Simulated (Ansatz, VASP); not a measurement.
## TiO2 (e600) in VASP and in Ansatz

```
Ti O
1.0
    -1.89947    1.89947    4.85023
     1.89947   -1.89947    4.85023
     1.89947    1.89947   -4.85023
Ti O
2 4
Direct
  0.00000 0.00000 0.00000
  0.75000 0.25000 0.50000
  0.20647 0.20647 0.00000
  0.95647 0.45647 0.50000
  0.54353 0.04353 0.50000
  0.79353 0.79353 0.00000
```

Alike in both runs: functional PBE; k mesh 12 × 12 × 12; no spin polarisation.

Ansatz relaxed the structure, and its values are those at the end. VASP's run is a single point on that final structure, the one shown.

```csv
,VASP,Ansatz
version,VASP 6.6.1,Ansatz 0.2.0
potentials or method,"VASP PAW PBE potentials, release 64 (Ti_sv, O)","scalar-relativistic, plane waves, PAW"
plane-wave cutoff (eV),520,600
occupations,"gaussian, width 0.01 eV",fixed
valence electrons in the cell,48,48
```

|  | VASP | Ansatz | Ansatz less VASP |
| --- | --- | --- | --- |
| gap on the k mesh at the Fermi level (eV) | 2.11 | 2.13 | +0.020 |
| least direct gap on the mesh (eV) | 2.41 | 2.43 | +0.018 |
| pressure (GPa) | 0.3 | 0.0 | -0.31 |
| rms of the force components (eV/Å) | 0.009 | 0.000 | -0.0087 |

A k mesh can miss the band edges.
